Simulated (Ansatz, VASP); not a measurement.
## One calculation of Ru, two programs

Contents of INCAR:

```
SYSTEM = Ru
  ALGO = Normal
  EDIFF = 1E-6
  EDIFFG = -0.01
  ENCUT = 600
  GGA = PS
  IBRION = 2
  ISIF = 3
  ISMEAR = 0
  LASPH = .True.
  LCHARG = .False.
  LREAL = .False.
  LWAVE = .False.
  NELM = 80
  NSW = 80
  PREC = Accurate
  SIGMA = 0.1
```

Contents of KPOINTS:

```
k-points
0
Gamma
  20 20 20
  0 0 0
```

The input POSCAR:

```
Ru
1.0
    0.0000000000      1.8823898259      1.8823898259
    1.8823898259      0.0000000000      1.8823898259
    1.8823898259      1.8823898259      0.0000000000
Ru
1
Direct
    0.0000000000      0.0000000000      0.0000000000
```

Input for Ansatz:

```yaml
crystal:
  lattice:
    - [0.0, 1.8823898261, 1.8823898261]
    - [1.8823898261, 0.0, 1.8823898261]
    - [1.8823898261, 1.8823898261, 0.0]
  atoms:
    - { symbol: Ru, position: [0.0, 0.0, 0.0] }
basis:
  ecutwfc: 420
kpoints:
  mp_grid: { grid: [20, 20, 20] }
hamiltonian:
  xc: pbesol
scf:
  occupations: { method: gaussian, width: 0.1 }
output:
  forces: true
  stress: true
  eigenvalues: true
relax:
  adjacent_minimum: "off"
  f_tol: 0.01
  max_steps: 60
  cell: { stress_tol: 0.1 }
```

Alike in both runs: task relaxation of cell and atoms; functional PBEsol; k mesh 20 × 20 × 20; occupations gaussian, width 0.1 eV; no spin polarisation.

|  | VASP | Ansatz |
| --- | --- | --- |
| version | VASP 6.6.1 | Ansatz 0.2.0 |
| potentials or method | VASP PAW PBE potentials, release 64 (Ru_pv) | scalar-relativistic, plane waves, PAW |
| plane-wave cutoff (eV) | 600 | 420 |
| valence electrons in the cell | 14 | 16 |

|  | VASP | Ansatz | Ansatz less VASP |
| --- | --- | --- | --- |
| gap on the k mesh at the Fermi level, each at its own relaxed structure (eV) | none | none | - |
| relaxed volume (Å³/atom) | 13.38 | 13.38 | +0.006 |
| relaxed cell length with the largest relative difference (Å) | 2.665 | 2.665 | +0.0004 |

A gap of «none» marks a metal or a gap that the smearing closes. The two sets of potentials don't hold the same shells in valence.

Caveats: the PAW data sets were made with another functional, which shifts forces and pressure a little (VASP).
